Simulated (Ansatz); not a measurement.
The structure below was relaxed with DFT with r2SCAN+rVV10, PAW potentials and a 500 eV plane-wave cutoff in Ansatz (an electronic-structure program), no spin-orbit coupling.

```yaml
crystal:
  lattice:
    - [10.51054, -2.18343, 0.00000]
    - [10.51054, 2.18343, 0.00000]
    - [-0.90796, 0.00000, 7.51264]
  atoms:
    - { symbol: Bi, position: [0.59874, 0.59874, 0.19884] }
    - { symbol: Bi, position: [0.09510, 0.09510, 0.69878] }
    - { symbol: Sb, position: [0.90117, 0.90117, 0.30268] }
    - { symbol: Bi, position: [0.40420, 0.40420, 0.80022] }
    - { symbol: Te, position: [0.99924, 0.99924, 0.00233] }
    - { symbol: Te, position: [0.49810, 0.49810, 0.49637] }
    - { symbol: Te, position: [0.32224, 0.32224, 0.11492] }
    - { symbol: Te, position: [0.82155, 0.82155, 0.59955] }
    - { symbol: Te, position: [0.17980, 0.17980, 0.39509] }
    - { symbol: Te, position: [0.67986, 0.67986, 0.89122] }
```

Problem. Find the space group and the Wyckoff positions.

Solution. Space group Cm (No. 8); a = 21.0211 Å, b = 4.3669 Å, c = 7.5673 Å, α = 90.00°, β = 96.89°, γ = 90.00°

| atom | site | symmetry | x | y | z |
|---|---|---|---|---|---|
| Bi | 2a | m | 0.0987 | 0.5000 | 0.1988 |
| Bi | 2a | m | 0.0951 | 0.0000 | 0.6988 |
| Sb | 2a | m | 0.4012 | 0.5000 | 0.3027 |
| Bi | 2a | m | 0.4042 | 0.0000 | 0.8002 |
| Te | 2a | m | 0.4992 | 0.5000 | 0.0023 |
| Te | 2a | m | 0.4981 | 0.0000 | 0.4964 |
| Te | 2a | m | 0.3222 | 0.0000 | 0.1149 |
| Te | 2a | m | 0.3215 | 0.5000 | 0.5996 |
| Te | 2a | m | 0.1798 | 0.0000 | 0.3951 |
| Te | 2a | m | 0.1799 | 0.5000 | 0.8912 |

Each cell is one ordered arrangement of few atoms, which overstates ordering effects compared with a random alloy. Whether these cells are dynamically stable was not tested. The cell was made from Sb2Te3 by this change: x(Bi) = 0.75, 10 atoms, Cm.
